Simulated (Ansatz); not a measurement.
System: TlCl (CsCl type), 2 atoms in the cell.

```
CELL_PARAMETERS angstrom
3.90000 0.00000 0.00000
0.00000 3.90000 0.00000
0.00000 0.00000 3.90000
ATOMIC_POSITIONS crystal
Tl 0.00000 0.00000 0.00000
Cl 0.50000 0.50000 0.50000
```

Computed with PBE, plane waves, PAW datasets (generated soft set 1) (Ansatz 0.2.0 development build).

Cutoff 420 eV; k-mesh 6×6×6 Γ-centred; Fermi–Dirac smearing of 0.02 eV; no spin polarisation; no spin–orbit coupling.

(1) How large is the gap on this mesh, is it direct, and where do the band edges lie (fractions of the reciprocal vectors of this cell)?

(2) List the levels near the gap at (0.000, 0.000, 0.000), (0.000, 0.000, -0.500), (0.000, 0.167, 0.333), (0.000, 0.333, -0.500), (0.167, 0.167, 0.333), in eV from the top of the valence band (v1 is the highest filled band, c1 the lowest empty one).

## Answers

(1) 2.20 eV, direct at (0.000, 0.000, -0.500).

(2) 
| k | v4 | v3 | v2 | v1 | c1 | c2 | c3 |
| --- | --- | --- | --- | --- | --- | --- | --- |
| (0.000, 0.000, 0.000) | -4.44 | -1.30 | -1.30 | -1.30 | 7.63 | 7.63 | 7.63 |
| (0.000, 0.000, -0.500) | -5.15 | -0.91 | -0.91 | 0.00 | 2.20 | 6.55 | 6.55 |
| (0.000, 0.167, 0.333) | -4.80 | -1.70 | -0.98 | -0.37 | 3.60 | 5.93 | 7.00 |
| (0.000, 0.333, -0.500) | -4.18 | -2.31 | -1.54 | -0.87 | 4.14 | 5.10 | 7.64 |
| (0.167, 0.167, 0.333) | -4.63 | -1.76 | -1.29 | -0.42 | 3.96 | 5.38 | 6.44 |

A gap read on the mesh is an upper bound of this method's gap, since the mesh can miss a band edge. Spin–orbit coupling is left out; with heavy elements it can shift the gap and split levels by tenths of an eV. Semilocal functionals give gaps that mostly lie well below measured ones.
